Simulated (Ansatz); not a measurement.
## Worked example: the enthalpy of C2H6 + C2H3IO → CH3I + C3H6O

Species: C2H6 (ethane) `CC`, singlet; C2H3IO (acetyl iodide) `CC(=O)I`, singlet; CH3I (methyl iodide) `CI`, singlet; C3H6O (acetone) `CC(C)=O`, singlet. The partners trade CH3 for I; both sit on C, so the bond types are kept.

Shapes, held fixed at every level: PBE0-D4/def2-TZVP. Programs: Ansatz 0.2.0. The zero-point and thermal terms to 298 K, harmonic and unscaled (PBE0-D4/def2-TZVP), stand in the table.

At CCSD/def2-SVP; 1 Eh = 2625.50 kJ/mol:

| species | energy (Eh) | H(298 K) − E (kJ/mol) | tabulated ΔfH (kJ/mol) |
| --- | --- | --- | --- |
| C2H6 | -79.513212 | 207.7 | -83.8 |
| C2H3IO | -449.475969 | 137.4 | -126.4 |
| CH3I | -336.527070 | 107.0 | +15.0 |
| C3H6O | -192.456753 | 236.2 | -216.1 |

Q: Work out the reaction enthalpy at 298 K from the calculation and from the table of heats.

A: 
1. Electronic: (-336.527070) + (-192.456753) − [(-79.513212) + (-449.475969)] = 0.005358 Eh = +14.1 kJ/mol.
2. Zero-point and thermal: (107.0) + (236.2) − [(207.7) + (137.4)] = -1.9 kJ/mol.
3. Computed ΔH = +12.2 kJ/mol.
4. From the heats of formation (Active Thermochemical Tables, CRC Handbook of Chemistry and Physics): (15.0) + (-216.1) − [(-83.8) + (-126.4)] = +9.1 kJ/mol.
5. Computed less tabulated: +3.1 kJ/mol. Tabulated heats carry uncertainties of their own.

For atoms past krypton def2 sets carry core potentials with scalar relativity. Outer-core shells of I are correlated, in sets that cover them unevenly.
